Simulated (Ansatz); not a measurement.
Crystal: Ti2O.

```xyz
3
Lattice="2.9194 0.0000 0.0000 -1.4597 2.5283 0.0000 0.0000 0.0000 4.7130" Properties=species:S:1:pos:R:3 pbc="T T T"
Ti    0.0000    1.6855    3.3993
Ti    1.4597    0.8428    1.3137
O     0.0000    0.0000    0.0000
```

| Item | Value |
| --- | --- |
| Program | Ansatz 0.2.0 |
| Task | relaxation of cell and atoms |
| Functional | PBEsol |
| Potentials or basis | Ansatz PAW |
| Cutoff | 420 eV (not typed: the program's choice for these potentials) |
| k mesh | 10 × 10 × 6 |
| Occupations | fermi-dirac, width 0.05 eV |
| Spin | no spin polarisation |
| Hubbard terms | Ti d U = 4 eV |

At the start: volume 11.60 Å³/atom.

How do energy, volume and symmetry change on relaxing?

It ends after 8 steps and the volume is 12.20 Å³/atom (+5.2 %); space group P-3m1 (No. 164, to 0.05 Å).

The path:
| step | energy change (eV) | largest force (eV/Å) | volume (Å³) |
| --- | --- | --- | --- |
| 1 | 0.0000 | 1.1885 | 34.79 |
| 2 | -0.0864 | 0.2828 | 37.45 |
| 3 | -0.1141 | 0.0238 | 36.80 |
| 4 | -0.1160 | 0.0145 | 36.52 |
| 5 | -0.1159 | 0.0006 | 36.55 |
| 6 | -0.1211 | 0.0005 | 36.55 |
| 7 | -0.1210 | 0.0011 | 36.59 |
| 8 | -0.1211 | 0.0008 | 36.59 |

Final structure:
```xyz
3
Lattice="2.9650 0.0000 0.0000 -1.4825 2.5678 0.0000 0.0000 0.0000 4.8064" Properties=species:S:1:pos:R:3 pbc="T T T"
Ti    0.0000    1.7118    3.5292
Ti    1.4825    0.8559    1.2772
O     0.0000    0.0000    0.0000
```

Caveat: the plane-wave basis is chosen anew once the cell has moved, so the energies of steps on either side of that aren't comparable; the pressure holds a Pulay correction of +0.4 GPa for the finite cutoff; U without spin polarisation on a metal has little footing; the PAW data sets come from PBE, with cores solved anew for the run's functional, which leaves a small shift of forces and pressure.
